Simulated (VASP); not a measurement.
# BN (F-43m): a series in biaxial strain in the (111) plane

Wanted: the response of BN to biaxial strain in the (111) plane, as a table, with a fit that predicts a row left out.

Calculated with VASP 6.6.1; LDA; plane waves and PAW (B, N), in the first sound run; inputs show where later runs differ.

Report form: the programs' logs are mostly left out.

### 1. The structure

It takes space group F-43m (No. 216, cubic). Conventional cell: a = 3.616 Å, b = 3.616 Å, c = 3.616 Å, α = 90.00°, β = 90.00°, γ = 90.00°. Nearest to B lie 4 N at 1.57 Å. N has 4 B at 1.57 Å nearest. Farther neighbours and most contacts between anions are not listed.

### 2. Relax the crystal, LDA

The series starts from the cell that this level prefers, so that zero strain is near zero stress.

This step took 2 runs in a row; the last is shown.

Level: LDA; plane waves and PAW (B, N).

INCAR reads:

```
SYSTEM = BN
PREC = Accurate
ENCUT = 600
EDIFF = 1E-07
NELM = 120
ISMEAR = 0
SIGMA = 0.02
LREAL = .FALSE.
ALGO = Normal
GGA = CA
NBANDS = 10
LASPH = .TRUE.
LORBIT = 11
LWAVE = .FALSE.
LCHARG = .FALSE.
KPAR = 16
IBRION = 2
NSW = 40
ISIF = 3
EDIFFG = -0.005
POTIM = 0.4
```

POSCAR reads:

```
BN
1.0
    0.0000000000      1.7913124887      1.7913124887
    1.7913124887      0.0000000000      1.7913124887
    1.7913124887      1.7913124887      0.0000000000
B N
1 1
Direct
    0.0000000000      0.0000000000      0.0000000000
    0.2500000000      0.2500000000      0.2500000000
```

KPOINTS reads:

```
Automatic mesh
0
Gamma
14 14 14
0 0 0
```

PAW data sets: B and N (LDA family, release 64).

On the command line:

```sh
mpirun -np 16 vasp_std
```

It took 2.8 s on 16 MPI ranks of Intel Xeon Platinum 8259CL at 2.50GHz (Skylake/Cascade Lake), shared host; peak memory 1.9 GiB.

Read from the output:

| Item | Value |
| --- | --- |
| energy(sigma→0) of the program | -19.4164 eV |
| stress, compression positive | 0.03 along [111], 0.03 across it (mean), GPa |
| volume | 11.496 Å³ |
| ionic steps | 1 |

### 3. Strain along the normal, LDA

One member in full: the plane is strained by 1 %, and the strain along the normal is moved by secant steps until the normal stress is under 0.012 GPa or five steps are spent; the atoms relax at each step.

This step took 4 runs, each at a new trial strain with the atoms of the one before; the last is shown.

Level: LDA; plane waves and PAW (B, N); cell typed or built by script.

INCAR, as its differences from that of step 2:

```diff
@@ -15,7 +15,7 @@
 LCHARG = .FALSE.
-KPAR = 16
-IBRION = 2
-NSW = 40
-ISIF = 3
-EDIFFG = -0.005
-POTIM = 0.4
+KPAR = 4
+IBRION = 1
+NSW = 25
+ISIF = 2
+EDIFFG = -0.004
+POTIM = 0.3
```

POSCAR reads:

```
BN
1.0
   -0.0138674450      1.7953581690      1.7953581690
    1.7953581690     -0.0138674450      1.7953581690
    1.7953581690      1.7953581690     -0.0138674450
B N
1 1
Direct
    0.9999078868      0.9999078868      0.9999078868
    0.2500921132      0.2500921132      0.2500921132
```

KPOINTS is that of step 2.

On the command line:

```sh
mpirun -np 4 vasp_std
```

It took 10 s on 4 MPI ranks; peak memory 0.57 GiB; 32 s of CPU time.

This run gave:

```
energy(sigma→0) of the program : -19.4093 eV
stress, compression positive   : 0.00 along [111], -10.57 across it (mean), GPa
ionic steps                    : 1
```

### 4. Band edges, HSE06

Short lines in KPOINTS_OPT sample the zone centre along and across the normal of the plane, for masses, and the other valleys.

Level: HSE06; plane waves and PAW (B, N); cell typed or built by script.

INCAR reads:

```
SYSTEM = BN
PREC = Accurate
ENCUT = 600
EDIFF = 1E-06
NELM = 100
ISMEAR = 0
SIGMA = 0.02
LREAL = .FALSE.
ALGO = Normal
LHFCALC = .TRUE.
AEXX = 0.25
GGA = PE
HFSCREEN = 0.2
LASPH = .TRUE.
NBANDS = 9
PRECFOCK = Fast
LWAVE = .FALSE.
LCHARG = .FALSE.
KPAR = 4
```

POSCAR is that of step 3.

KPOINTS reads:

```
Automatic mesh
0
Gamma
7 7 7
0 0 0
```

KPOINTS_OPT reads:

```
Line mode
6
Line-mode
Reciprocal
  0.00000000   0.00000000   0.00000000
  0.01643350   0.01643350   0.01643350

  0.00000000   0.00000000   0.00000000
 -0.01018047   0.01018047  -0.00000000

  0.31000000   0.31000000   0.00000000
  0.50000000   0.50000000   0.00000000

  0.00000000   0.31000000   0.31000000
  0.00000000   0.50000000   0.50000000

  0.45000000   0.45000000   0.45000000
  0.50000000   0.50000000   0.50000000

  0.45000000   0.00000000   0.00000000
  0.50000000   0.00000000   0.00000000

  0.42500000   0.42500000   0.00000000
  0.42488965   0.43928701   0.01428701

  0.50000000   0.50000000   0.50000000
  0.48981953   0.51018047   0.50000000
```

On the command line:

```sh
mpirun -np 4 vasp_std
```

Elapsed: 3.3 min, on 4 MPI ranks; peak memory 0.93 GiB; 11 min of CPU time.

Numbers from this step:

- energy(sigma→0) of the program: -20.4515 eV

### 5. The table

Hybrid runs start from orbitals of a short LDA run, not shown.

Runs beyond LDA use the data sets made with LDA; this shifts their levels slightly, and their total energies have another zero.

The other members went through these steps as far as the tables show, with the same cutoff and, step by step, the same mesh; 51 runs are not shown. The session took 2.5 core hours (wall time by ranks) on a shared machine.

| in-plane strain (%) | strain along the normal (%) | in-plane stress, tension positive (GPa) | energy above the unstrained row (meV/atom) | gap on the mesh, LDA (eV) |
| --- | --- | --- | --- | --- |
| -2.000 | 0.340 | -24.312 | 17.369 | 4.338 |
| -1.500 | 0.254 | -17.832 | 9.769 | 4.353 |
| -1.000 | 0.170 | -11.636 | 4.400 | 4.365 |
| -0.500 | 0.086 | -5.696 | 1.168 | 4.371 |
| 0 | 0.004 | -0.025 | 0.000 | 4.375 |
| 0.500 | -0.079 | 5.401 | 0.834 | 4.340 |
| 1.000 | -0.161 | 10.566 | 3.580 | 4.311 |
| 1.500 | -0.241 | 15.510 | 8.175 | 4.277 |
| 2.000 | -0.325 | 20.199 | 14.539 | 4.247 |

Slopes at zero strain, from cubics through all rows: strain ratio -0.165, stress over strain 1109 GPa.

Band edges at HSE06, counted from the valence-band top at Γ, with one row partly withheld:

| in-plane strain (%) | gap (eV) | conduction band at Γ (eV) | Δ or X valley along z (eV) | Δ or X valley along x (eV) | lowest conduction level at L, [111] (eV) | lowest conduction level at L, [-111] (eV) | second valence level below the top (eV) | third valence level below the top (eV) |
| --- | --- | --- | --- | --- | --- | --- | --- | --- |
| -2.000 | 5.798 | 10.287 | 5.798 | 5.798 | 13.051 | 12.277 | 0.000 | 0.178 |
| -1.500 | 5.812 | 10.412 | 5.812 | 5.812 | 12.921 | 12.309 | 0.000 | 0.125 |
| -1.000 | 5.822 | 10.524 | 5.822 | 5.822 | 12.686 | 12.316 | 0.000 | 0.075 |
| -0.500 | 5.826 | 10.623 | 5.826 | 5.826 | 12.451 | 12.286 | 0.000 | 0.037 |
| 0 | 5.827 | 10.704 | 5.827 | 5.827 | 12.221 | 12.220 | 0.000 | 0.000 |
| 0.500 | 5.794 | 10.584 | 5.794 | 5.794 | ? | 12.101 | 0.032 | 0.032 |
| 1.000 | 5.766 | 10.471 | 5.766 | 5.766 | 11.713 | 11.979 | 0.052 | 0.052 |
| 1.500 | 5.733 | 10.358 | 5.733 | 5.733 | 11.466 | 11.851 | 0.076 | 0.076 |
| 2.000 | 5.705 | 10.252 | 5.705 | 5.705 | 11.229 | 11.726 | 0.092 | 0.092 |

### 6. A fit to the known rows

The quantity to fit is the splitting of the lowest conduction levels at the L points ([111] less [-111]) at HSE06: 0.775, 0.612, 0.370, 0.166, 0.001, -0.267, -0.385, -0.496 eV in the rows shown.

Fitting a parabola to the 8 known rows (d: strain along the axis less the strain across it, in %) gives E = 0.02555 d² + 0.2757 d + 0.01132 in eV; the residuals are 0.017 eV r.m.s.

At d = -0.5794 this predicts -0.1398 eV.

### 7. Checking the prediction

The calculation gives -0.1402 eV, so the prediction is 0.0004 eV too high.

The rows do not lie on one parabola (a picked bound of 1 % of their span for the r.m.s. residual). Levels that cross, a degenerate level that splits or an edge that moves to another point can do that; which it is was not traced. So the linear term is no slope at zero strain, and none is listed.

### 8. Outcome

* ratio of normal to in-plane strain: -0.165
* biaxial modulus: 1109 GPa
* gap of the unstrained cell, HSE06: 5.83 eV
* error of the predicted row: 0.4 meV

As a check, the curvature of the energy gives 1111 GPa for the same modulus (energy per volume = M × strain²), 0 % from the slope of the stress. The energy also has a linear term worth 0.43 GPa that the stress column lacks, a mark of the finite basis. At HSE06 the lowest conduction valley is Δ or X throughout, and the gap runs between 5.70 and 5.83 eV. Hole masses are left out throughout, since the top bands are degenerate or cross in many series; of conduction masses, those of the Γ, L and (for Si and Ge under (001) strain) Δ valleys are kept where they change by under an eighth between rows. HSE06 ran on a coarser mesh than the semilocal levels. Spin-orbit coupling is left out at HSE06, so the valence splittings there lack it. Δ or X levels are the lowest on their line, refined by a parabola unless they lie at X; the gap is read from all points sampled and can differ from the lowest valley by some meV, or by tens of meV where strain moves the valence top off Γ. Temperature, zero-point motion and excitons are left out.

[Lines on the potential files, build, host, timing and source positions are cut from VASP's logs without a mark.]

[Logs are printed without paths, hosts, clocks, repeated set-up lines and the standing remarks that a program may print on its own settings, such as how far it seeks lower states.]

[Hosts, paths, dates, database ids (printed as entryN), source tags and the programs' standing remarks are cut or masked in the printed files.]

[In band tables of VASP the shares of atoms and orbitals are scaled to a sum of 1 inside the atoms' spheres.]
